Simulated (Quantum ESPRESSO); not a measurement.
**SnO: equation of state with LDA**

The system is SnO.

```
CELL_PARAMETERS angstrom
3.81370 0.00000 0.00000
0.00000 3.81370 0.00000
0.00000 0.00000 4.88691
ATOMIC_POSITIONS crystal
Sn 0.50000 0.00000 0.76463
Sn 0.00000 0.50000 0.23537
O 0.00000 0.00000 0.00000
O 0.50000 0.50000 0.00000
```

The cell is a database's computed one.

* Program: Quantum ESPRESSO 7.5
* Task: equation of state
* Functional: LDA
* Potentials or basis: GBRV 1.5 LDA
* Cutoff: 925 eV
* Density cutoff: 7401 eV
* k mesh: 7 × 7 × 6
* Occupations: fermi-dirac, width 0.05 eV
* Spin: no spin polarisation

```yaml
Equilibrium_volume: 17.21 Å³/atom
Bulk_modulus_at_fixed_shape_and_positions: 102 GPa
Pressure_derivative_of_the_bulk_modulus: 4.4
```

Energy against volume, from the lowest point:
| volume (Å³/atom) | energy (meV/atom) |
| --- | --- |
| 16.703 | 4.64 |
| 17.058 | 0.00 |
| 17.414 | 0.30 |
| 17.769 | 5.00 |
| 18.125 | 13.66 |
| 18.480 | 25.86 |
| 18.835 | 41.22 |

All runs of the series together: 5 min on 2 threads of Arm Neoverse V2, on a shared host.

Caveat: the cell was scaled at fixed shape and fractional positions, which overstates the stiffness of a crystal with free parameters, most of all of layers and chains.
